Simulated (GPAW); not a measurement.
# Does Zn15CrSe16 (ZnSe32 Cr1) carry moments in GPAW?, part 2 of 2

Wanted: the moments of Zn15CrSe16 (ZnSe32 Cr1) and the energy gained by spin polarisation.

GPAW 26.7.0; PBE; plane waves with GPAW's PAW setups, scalar-relativistic.

So far. Step 2 (Run 1 (ferro +)): After 33 cycles the largest moment stands at 3.27 μB.

### 3. Order 2, typed as no spin polarisation

This run holds no moments, which gives a state to set the others against.

File nospin.py:

```python
import json
import numpy as np
from ase import Atoms
from ase.parallel import paropen, parprint
from gpaw import GPAW

atoms = Atoms(['Cr', 'Se', 'Zn', 'Se', 'Zn', 'Se', 'Zn', 'Se', 'Zn', 'Se', 'Zn', 'Se', 'Zn', 'Se', 'Zn', 'Se', 'Zn', 'Se', 'Zn', 'Se', 'Zn', 'Se', 'Zn', 'Se', 'Zn', 'Se', 'Zn', 'Se', 'Zn', 'Se', 'Zn', 'Se'],
    cell=[[11.336, 0.0, 0.0],
         [0.0, 11.336, 0.0],
         [0.0, 0.0, 5.668]],
    scaled_positions=[[0.0, 0.0, 0.0],
         [0.125, 0.125, 0.25],
         [0.0, 0.25, 0.5],
         [0.125, 0.375, 0.75],
         [0.25, 0.0, 0.5],
         [0.375, 0.125, 0.75],
         [0.25, 0.25, 0.0],
         [0.375, 0.375, 0.25],
         [0.0, 0.5, 0.0],
         [0.125, 0.625, 0.25],
         [0.0, 0.75, 0.5],
         [0.125, 0.875, 0.75],
         [0.25, 0.5, 0.5],
         [0.375, 0.625, 0.75],
         [0.25, 0.75, 0.0],
         [0.375, 0.875, 0.25],
         [0.5, 0.0, 0.0],
         [0.625, 0.125, 0.25],
         [0.5, 0.25, 0.5],
         [0.625, 0.375, 0.75],
         [0.75, 0.0, 0.5],
         [0.875, 0.125, 0.75],
         [0.75, 0.25, 0.0],
         [0.875, 0.375, 0.25],
         [0.5, 0.5, 0.0],
         [0.625, 0.625, 0.25],
         [0.5, 0.75, 0.5],
         [0.625, 0.875, 0.75],
         [0.75, 0.5, 0.5],
         [0.875, 0.625, 0.75],
         [0.75, 0.75, 0.0],
         [0.875, 0.875, 0.25]],
    pbc=True)
atoms.calc = GPAW(mode={'name': 'pw', 'ecut': 450},
    xc='PBE',
    kpts={'size': (3, 3, 5), 'gamma': True},
    occupations={'name': 'fermi-dirac', 'width': 0.05},
    convergence={'density': 1e-05, 'energy': 1e-05},
    maxiter=200,
    mixer={'name': 'pulay', 'beta': 0.05, 'nmaxold': 6, 'weight': 50},
    symmetry={'tolerance': 1e-4},
    txt='nospin.txt')
e = atoms.get_potential_energy(force_consistent=True)
res = {'free_energy': e, 'energy_sigma0': atoms.get_potential_energy(), 'fermi_energy': atoms.calc.get_fermi_level()}
parprint(f'free energy: {e:.6f} eV')
atoms.calc.write('nospin.gpw')
with paropen('results.json', 'w') as f:
    json.dump(res, f)
```

On the command line:

```bash
$ OMP_NUM_THREADS=1 mpirun -n 4 gpaw python nospin.py > nospin.log
```

Numbers of over 12 decimals in the logs are rounded to 6 here.

The log of the run:

```text
free energy: -102.474723 eV

--- nospin.txt ---
Input parameters:
  mode=PW(ecut=450),
  convergence={'density': 1e-05, 'energy': 1e-05},
  kpts=MonkhorstPack(size=(3, 3, 5), gamma=True),
  maxiter=200,
  mixer=Pulay(name='pulay', nmaxold=6, beta=0.05, weight=50, sigma=0.015, g_ss=None),
  occupations=Occupations(name='fermi-dirac', width=0.05),
  symmetry=Symmetry(tolerance=0.0001),
  xc=XC(name='PBE')

Diagonalizing LCAO Hamiltonian
Converting LCAO to pw mode
        .---------------------------.
       /|                           |
      / |                           |
     /  |  Se            Se         |
    /   |       Se            Se    |
   /  Zn|           Zn              |
  /    Se         Se Se         Se  |
 *      .--Zn-------------Zn--------.
 |     / Se Se         Se Se       /
 | Zn /      Zn  Zn        Zn     /
 |   Zn Zn    Se   Zn Zn    Se   /
 |  /Se            Se           /
 | /      Zn            Zn     /
 |/                           /
 Cr------------Zn------------*

Atoms  # Å, Bohr magnetons
|    | symbol |        x |        y |        z |    initial magnetic moments |
|----|--------|----------|----------|----------|-----------------------------|
|  0 |     Cr | 0.000000 | 0.000000 | 0.000000 | ( 0.0000,  0.0000,  0.0000) |
|  1 |     Se | 1.417000 | 1.417000 | 1.417000 | ( 0.0000,  0.0000,  0.0000) |
|  2 |     Zn | 0.000000 | 2.834000 | 2.834000 | ( 0.0000,  0.0000,  0.0000) |
|  3 |     Se | 1.417000 | 4.251000 | 4.251000 | ( 0.0000,  0.0000,  0.0000) |
|  4 |     Zn | 2.834000 | 0.000000 | 2.834000 | ( 0.0000,  0.0000,  0.0000) |
|  5 |     Se | 4.251000 | 1.417000 | 4.251000 | ( 0.0000,  0.0000,  0.0000) |
|  6 |     Zn | 2.834000 | 2.834000 | 0.000000 | ( 0.0000,  0.0000,  0.0000) |
|  7 |     Se | 4.251000 | 4.251000 | 1.417000 | ( 0.0000,  0.0000,  0.0000) |
|  8 |     Zn | 0.000000 | 5.668000 | 0.000000 | ( 0.0000,  0.0000,  0.0000) |
|  9 |     Se | 1.417000 | 7.085000 | 1.417000 | ( 0.0000,  0.0000,  0.0000) |
| 10 |     Zn | 0.000000 | 8.502000 | 2.834000 | ( 0.0000,  0.0000,  0.0000) |
| 11 |     Se | 1.417000 | 9.919000 | 4.251000 | ( 0.0000,  0.0000,  0.0000) |
| 12 |     Zn | 2.834000 | 5.668000 | 2.834000 | ( 0.0000,  0.0000,  0.0000) |
| 13 |     Se | 4.251000 | 7.085000 | 4.251000 | ( 0.0000,  0.0000,  0.0000) |
| 14 |     Zn | 2.834000 | 8.502000 | 0.000000 | ( 0.0000,  0.0000,  0.0000) |
| 15 |     Se | 4.251000 | 9.919000 | 1.417000 | ( 0.0000,  0.0000,  0.0000) |
| 16 |     Zn | 5.668000 | 0.000000 | 0.000000 | ( 0.0000,  0.0000,  0.0000) |
| 17 |     Se | 7.085000 | 1.417000 | 1.417000 | ( 0.0000,  0.0000,  0.0000) |
| 18 |     Zn | 5.668000 | 2.834000 | 2.834000 | ( 0.0000,  0.0000,  0.0000) |
| 19 |     Se | 7.085000 | 4.251000 | 4.251000 | ( 0.0000,  0.0000,  0.0000) |
| 20 |     Zn | 8.502000 | 0.000000 | 2.834000 | ( 0.0000,  0.0000,  0.0000) |
| 21 |     Se | 9.919000 | 1.417000 | 4.251000 | ( 0.0000,  0.0000,  0.0000) |
| 22 |     Zn | 8.502000 | 2.834000 | 0.000000 | ( 0.0000,  0.0000,  0.0000) |
| 23 |     Se | 9.919000 | 4.251000 | 1.417000 | ( 0.0000,  0.0000,  0.0000) |
| 24 |     Zn | 5.668000 | 5.668000 | 0.000000 | ( 0.0000,  0.0000,  0.0000) |
| 25 |     Se | 7.085000 | 7.085000 | 1.417000 | ( 0.0000,  0.0000,  0.0000) |
| 26 |     Zn | 5.668000 | 8.502000 | 2.834000 | ( 0.0000,  0.0000,  0.0000) |
| 27 |     Se | 7.085000 | 9.919000 | 4.251000 | ( 0.0000,  0.0000,  0.0000) |
| 28 |     Zn | 8.502000 | 5.668000 | 2.834000 | ( 0.0000,  0.0000,  0.0000) |
| 29 |     Se | 9.919000 | 7.085000 | 4.251000 | ( 0.0000,  0.0000,  0.0000) |
| 30 |     Zn | 8.502000 | 8.502000 | 0.000000 | ( 0.0000,  0.0000,  0.0000) |
| 31 |     Se | 9.919000 | 9.919000 | 1.417000 | ( 0.0000,  0.0000,  0.0000) |

Unit cell  # Å
| periodic |         x |         y |        z |   lengths |    angles |
|----------|-----------|-----------|----------|-----------|-----------|
|      yes | 11.336000 |  0.000000 | 0.000000 | 11.336000 | 90.000000 |
|      yes |  0.000000 | 11.336000 | 0.000000 | 11.336000 | 90.000000 |
|      yes |  0.000000 |  0.000000 | 5.668000 |  5.668000 | 90.000000 |

Number of symmetries: 8

BZ-sampling:
  Number of BZ points: 45
  Number of IBZ points: 9

  Monkhorst-Pack size: [3, 3, 5]
  Monkhorst-Pack shift: [0, 0, 0]

Plane wave coefficients: 15823
Cutoff: 450.000000 eV

Spin-components: 1 (collinear spins)
Bands:           174
Projectors:      176
Spin-degeneracy: 2
Datatype:        complex128

Parallelization:
  kpt:    2
  domain: 2
  band:   1

Density:
  Valence electrons: 282.0
  Components: 1
  Grid points: [56 56 28]
  Charge: 0.0  # |e|

Potential:
  Grid points: [56 56 28]

[... setups left out ...]
Reference energy: -1819158.791333  # eV

eigensolver:
  PPCG
  Converge bands: occupied
  niter=2

density mixing:
  Pulay-Mixer
  Linear mixing parameters: 0.05
  Old densities: 6
  Fourier metric: weight=50, sigma=0.015

occupation numbers:
  Fermi-Dirac:
    width: 0.0500  # eV

poisson solver:
  ecut: 3600.000000  # eV

xc functional:
  name: PBE with 2 nearest neighbor stencil

convergence criteria:
- Maximum integral of absolute [dens]ity change: 1e-05 electrons / valence electron
- Maximum [total energy] change in last 3 cyles: 1e-05 eV / valence electron
- Maximum integral of absolute [eigenst]ate change: 4e-08 eV^2 / valence electron
maximum number of iterations: 200

SCF iterations
|iter     |      energy | eigst |  dens |
|---------|-------------|-------|-------|
|iter:   1|       0s | -106.091995 | +1.18 |       |
|iter:   2|      15s | -105.523253 | +0.12 | -1.19 |
|iter:   3|      29s | -103.912745 | -0.66 | -1.26 |
|iter:   4|      44s | -102.585952 | -0.27 | -1.35 |
|iter:   5|      58s | -102.658368 | -0.70 | -1.59 |
|iter:   6|      73s | -102.533203 | -1.47 | -1.66 |
|iter:   7|      87s | -102.511154 | -1.75 | -1.70 |
|iter:   8|     101s | -102.461343 | -1.40 | -1.93 |
|iter:   9|     115s | -102.471373 | -1.80 | -2.22 |
|iter:  10|     129s | -102.467044 | -2.14 | -2.42 |
[... 16 iterations left out ...]
|iter:  27|     368s | -102.463961c| -5.76 | -4.76 |
|iter:  28|     383s | -102.463960c| -5.91 | -5.20c|
|iter:  29|     398s | -102.463959c| -6.10 | -5.24c|
|iter:  30|     412s | -102.463959c| -6.24 | -5.23c|
|iter:  31|     427s | -102.463959c| -6.39 | -5.23c|
|iter:  32|     441s | -102.463958c| -6.52 | -5.20c|
|iter:  33|     454s | -102.463960c| -6.67 | -5.17c|
|iter:  34|     467s | -102.463959c| -6.87 | -5.16c|
|iter:  35|     481s | -102.463961c| -7.02 | -5.18c|
|iter:  36|     490s | -102.463961c| -7.64c| -5.29c|

Converged in 36 steps
Energy contributions relative to reference atoms: (reference = -1819158.791333)

Energy contributions:
  Kinetic:         191.236702
  Coulomb:        -164.940608
  Zero:             -0.896450
  External:          0.000000
  Xc:             -127.852843
  Entropy:          -0.021524
  Spinorbit:         0.000000
  ----------------------------
  Free energy:    -102.474723
  Extrapolated:   -102.463961

dipole moment: (-91.850003, -91.850003, -88.892555)  # |e|*Ang

Fermi level: 5.446
Eigenvalues  # (at kpt = [0.000, 0.000, 0.000])
| band index |      eig [eV] | occ [0-2] |
|------------|---------------|-----------|
|          0 |        -9.328 |     2.000 |
|        ... |               |           |
|        134 |         2.906 |     2.000 |
|        135 |         2.988 |     2.000 |
|        136 |         3.710 |     2.000 |
|        137 |         3.727 |     2.000 |
|        138 |         3.727 |     2.000 |
|        139 |         5.081 |     1.999 |
|        140 |         5.111 |     1.998 |
|        141 |         5.296 |     1.905 |
|        142 |         5.744 |     0.005 |
|        143 |         5.853 |     0.001 |
|        144 |         5.853 |     0.001 |
|        145 |         7.060 |     0.000 |
|        146 |         7.075 |     0.000 |
|        147 |         7.075 |     0.000 |
|        148 |         7.478 |     0.000 |
|        149 |         7.505 |     0.000 |
|        ... |               |           |
|        173 |        10.332 |     0.000 |

No gap
No difference between direct/indirect transitions
```

The job ended after 8.6 min (4 MPI ranks of AMD EPYC 7B13 (Zen 3), shared host; peak memory 1.9 GiB; 34 min of CPU time).

Read from the output:

* final state: non-magnetic (no spin polarisation)

It lies 1516 meV a seeded atom over the first start.

### 4. Energies of the orders

These are free energies at a smearing of 0.05 eV, so its entropy term is in the differences. They are divided by the number of seeded atoms, so that cells of unlike size compare.

Orders:

```tsv
start	final state	typed order kept	energy over the lowest (meV a seeded atom)	largest site moment (μB)	net moment (μB a primitive cell)	mesh matched	CPU time (s)
ferro +	ferromagnetic	yes	0	3.269	4	yes	3593
no spin polarisation	non-magnetic	-	1516	0	0	yes	2069
```

### 5. What came out

```yaml
lower_run: with moments
largest_site_moment: 3.27 μB
energy_gained_by_spin_polarisation: 1516 meV a seeded atom
```

In words: The crystal holds moments, up to 3.27 μB, and gains 1516 meV a seeded atom by them. No antiferromagnetic order was tried, so the session says nothing on how the moments order.

[Logs and program files are shortened in this print: banners, set-up blocks, solver, clock and traceback lines can be left out without a mark of their own.]

[Logs are printed without paths, hosts, clocks, repeated set-up lines and the standing remarks that a program may print on its own settings, such as how far it seeks lower states.]

[Hosts, paths, dates, database ids (printed as entryN), source tags and the programs' standing remarks are cut or masked in the printed files.]

[Where a cell is said to come from a database of computed structures, the database is the Materials Project.]
